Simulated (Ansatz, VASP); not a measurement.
**CdS: VASP beside Ansatz**

```
Cd S
1.0
     4.19732    0.00000    0.00000
    -2.09866    3.63498    0.00000
     0.00000    0.00000    6.83073
Cd S
2 2
Direct
  0.66667 0.33333 0.50026
  0.33333 0.66667 0.00026
  0.66667 0.33333 0.87674
  0.33333 0.66667 0.37674
```

Alike in both runs: task single point; functional PBE; k mesh 6 × 6 × 4; occupations gaussian, width 0.02 eV; no spin polarisation.

|  | VASP | Ansatz |
| --- | --- | --- |
| version | VASP 6.6.1 | Ansatz 0.2.0 |
| potentials or method | VASP PAW PBE potentials, release 64 (Cd, S) | scalar-relativistic, plane waves, PAW |
| plane-wave cutoff (eV) | 520 | 420 |
| valence electrons in the cell | 36 | 52 |

Ansatz gave:

| Item | Value |
| --- | --- |
| gap on the k mesh at the Fermi level (eV) | 1.11 |
| least direct gap on the mesh (eV) | 1.11 |
| pressure (GPa) | 0.0 |

Question: Estimate VASP's values.

Answer: gap on the k mesh at the Fermi level (eV): 1.11; least direct gap on the mesh (eV): 1.11; pressure (GPa): 0.3.

The functional is the same, so the differences come from potentials, cutoffs and numerics. The two sets of potentials don't hold the same shells in valence.

PBE gaps usually lie below the measured ones, often by a third to a half.
